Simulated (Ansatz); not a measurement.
## Mg: energy less free atoms and pressure against volume per atom

Periodic Kohn-Sham DFT of a crystal at fixed atoms; pressure and stress are positive in compression; the energy is the free energy less that of spherical unpolarised free atoms; site moments are those in the method's own spheres, positive along +z. The results are calculated, by Ansatz 0.2.0.

Cell of the first row (space group P6_3/mmc, No. 194):
```
Mg
1.0
      3.1443     0.0000     0.0000
     -1.5722     2.7231     0.0000
      0.0000     0.0000     5.1049
Mg
2
Direct
  0.33333 0.66667 0.25000
  0.66667 0.33333 0.75000
```

Settings of every row: method all-electron LAPW; functional PBE; relativity scalar; k mesh 12x12x7; filling fermi-dirac; smearing width 0.05 eV; basis error target 1 meV/atom; nucleus gaussian.

Atom start moment: 0 on all atoms.

| row | volume per atom (Å³) | energy less free atoms (eV/atom) | pressure (GPa) |
| --- | --- | --- | --- |
| 1 | 21.854 | -1.4936 | 1.88 |
| 2 | 22.772 | ? | ? |
| 3 | 23.237 | -1.499 | -0.49 |
| 4 | 23.702 | -1.4966 | -1.139 |
| 5 | 24.631 | -1.4866 | -2.251 |

Question: what energy less free atoms and pressure should row 2 give?

Worked fit of energy less free atoms. Take u = (V_r/V)^(2/3) − 1 with V_r = 23.47 Å³ an atom, which is twice the finite (Eulerian) strain; such expansions in the strain, on which the Birch-Murnaghan equation of state is built, carry the rest volume and the bulk modulus. The shown rows have u = 0.04871, 0.00667, -0.00654, -0.03168. Least squares give energy less free atoms = −1.49803 − 0.1828 × u + 5.621 × u² eV/atom; a straight line predicts inner rows, each left out in turn, worse (root mean square 0.0057 against 5.3e-06 eV/atom). All shown rows lie on it to the printed digit. Its lowest point lies at u = 0.0163, or V = 22.91 Å³ an atom, and the curvature there gives the bulk modulus at fixed shape and fractions, B = (4/9)(1 + u)² E″(u)/V = 36.1 GPa. Letting shape and atoms relax would as a rule lower it, by much in layered, chain or molecular crystals. The withheld row has u = 0.02033, so the fit gives −1.49803 − 0.1828 × (0.02033) + 5.621 × (0.02033)² = -1.4994 eV/atom.

The calculation gave -1.4994 eV/atom. The fit meets it to the printed digit.

Worked fit of pressure. Take u = (V_r/V)^(2/3) − 1 with V_r = 23.47 Å³ an atom, which is twice the finite (Eulerian) strain; such expansions in the strain, on which the Birch-Murnaghan equation of state is built, carry the rest volume and the bulk modulus. The shown rows have u = 0.04871, 0.00667, -0.00654, -0.03168. Least squares give pressure = −0.8234 + 49.174 × u + 129.85 × u² GPa; a straight line predicts inner rows, each left out in turn, worse (root mean square 0.13 against 0.00085 GPa). All shown rows lie on it to the printed digit. The pressure vanishes at u = 0.0161, or V = 22.92 Å³ an atom, and there the bulk modulus at fixed shape and fractions is B = −V dP/dV = (2/3)(1 + u) dP/du = 36.1 GPa. Letting shape and atoms relax would as a rule lower it, by much in layered, chain or molecular crystals. The withheld row has u = 0.02033, so the fit gives −0.8234 + 49.174 × (0.02033) + 129.85 × (0.02033)² = 0.230 GPa.

The calculation gave 0.227 GPa. The fit lies 0.003 GPa (1.3 % of the value, 0.073 % of the column's range) above it; its largest miss of a shown row is 0.000 GPa.
